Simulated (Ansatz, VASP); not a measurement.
# GaSb3: VASP beside Ansatz

INCAR

```
PREC = Accurate ; ENCUT = 520
EDIFF = 1E-6 ; ISMEAR = 0
SIGMA = 0.15 ; LREAL = F
LASPH = T ; NELM = 80
ALGO = Normal ; ISIF = 2
LWAVE = F ; LCHARG = F
NBANDS = 22
```

KPOINTS

```
regular mesh
0
Gamma
  10 10 10
```

File POSCAR:

```
GaSb3
1.0
    0.0000000000      3.6220011279      3.2235810038
    3.6220011279      0.0000000000      3.2235810038
    3.6220011279      3.6220011279      0.0000000000
Ga Sb
1 3
Direct
    0.0000000000      0.0000000000      0.0000000000
    0.2500000000      0.2500000000      0.2500000000
    0.7500000000      0.7500000000      0.7500000000
    0.5000000000      0.5000000000      0.5000000000
```

Input for Ansatz:

```yaml
crystal:
  lattice:
    - [0.0, 3.6220011279, 3.2235810038]
    - [3.6220011279, 0.0, 3.2235810038]
    - [3.6220011279, 3.6220011279, 0.0]
  atoms:
    - { symbol: Ga, position: [0.0, 0.0, 0.0] }
    - { symbol: Sb, position: [0.25, 0.25, 0.25] }
    - { symbol: Sb, position: [0.75, 0.75, 0.75] }
    - { symbol: Sb, position: [0.5, 0.5, 0.5] }
basis:
  ecutwfc: 420
kpoints:
  mp_grid: { grid: [10, 10, 10] }
hamiltonian:
  xc: lda
  pseudopotentials: { kind: paw, azcp: { folder: soft_1 } }
scf:
  occupations: { method: gaussian, width: 0.15 }
output:
  forces: true
  stress: true
  eigenvalues: true
```

Change from the starting cell: engineering shear strain xz +0.0000, normal strain along z -0.1100.

Alike in both runs: task single point; functional LDA; k mesh 10 × 10 × 10; occupations gaussian, width 0.15 eV; no spin polarisation.

|  | VASP | Ansatz |
| --- | --- | --- |
| version | VASP 6.6.1 | Ansatz 0.2.0 |
| potentials or method | VASP PAW LDA potentials, release 64 (Ga_d, Sb) | scalar-relativistic, plane waves, PAW |
| plane-wave cutoff (eV) | 520 | 420 |
| valence electrons in the cell | 28 | 58 |

```tsv
	VASP	Ansatz	Ansatz less VASP
gap on the k mesh at the Fermi level (eV)	none	none	-
pressure (GPa)	11.4	11.1	-0.37
largest component of the traceless stress (GPa)	1.78	1.69	-0.091
```

A gap of «none» marks a metal or a gap that the smearing closes. The two sets of potentials don't hold the same shells in valence. Ansatz warned: «pseudo_functional_mismatch».

The runs have no spin-orbit coupling, so splittings on Sb are missing.
